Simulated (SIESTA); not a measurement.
BN:

```
CELL_PARAMETERS angstrom
0.00000 1.81300 1.81300
1.81300 0.00000 1.81300
1.81300 1.81300 0.00000
ATOMIC_POSITIONS crystal
N 0.25000 0.25000 0.25000
B 0.00000 0.00000 0.00000
```

The cell is a database's computed one.

Base run:

- Program: SIESTA 5.4.2
- Functional: PBEsol
- Potentials or basis: PseudoDojo 0.4 standard (PBEsol files)
- Basis: DZP (energy shift 0.003 Ry)
- Grid cutoff: 800 Ry
- Energy shift: 0.003 Ry
- k mesh: 13 × 13 × 13
- Occupations: fermi-dirac, width 0.05 eV
- Spin: no spin polarisation

Its results: band gap on the k mesh 4.45 eV, indirect (least direct gap 8.79 eV); pressure -2.4 GPa.

Problem. The run is repeated on the same cell with these changes: functional from PBEsol to LDA; potentials or basis from PseudoDojo 0.4 standard (PBEsol files) to PseudoDojo 0.4 standard (LDA files). What comes out?

Solution. Band gap on the k mesh 4.51 eV, indirect (least direct gap 8.72 eV); pressure -10.9 GPa.

Caveats: the basis of atomic orbitals isn't converged, which shifts pressures, moduli and gaps.

A k mesh can miss the band edges.

Not every run made on this cell is shown here.
